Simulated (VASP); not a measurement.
Input:

```
BeO
1.0
    2.69428     0.00000     0.00000
   -1.34714     2.33331     0.00000
    0.00000     0.00000     4.37602
Be O
2 2
Direct
  0.33333   0.66667   0.00016
  0.66667   0.33333   0.50016
  0.33333   0.66667   0.37734
  0.66667   0.33333   0.87734
```

Computed with PBE GGA, VASP's PBE PAW potentials (set 64) (plane waves; VASP). Numerical set-up: 400 eV cut-off, 11×11×6 Γ-centred mesh, Fermi-Dirac smearing of 0.020 eV, potentials Be O.

At this cut-off the stress carries a Pulay error, which pulls relaxed volumes low.

**Question.** Give the stress tensor in GPa (positive for a compressed cell).

**Answer.** 
```
-2.04   0.00   0.00
 0.00  -2.04   0.00
 0.00   0.00  -1.81
```
The pressure is its mean diagonal, -1.96 GPa.

The structure comes from a computed database's BeO entry; how it stands against other phases isn't given here. The cell was not relaxed at this level.
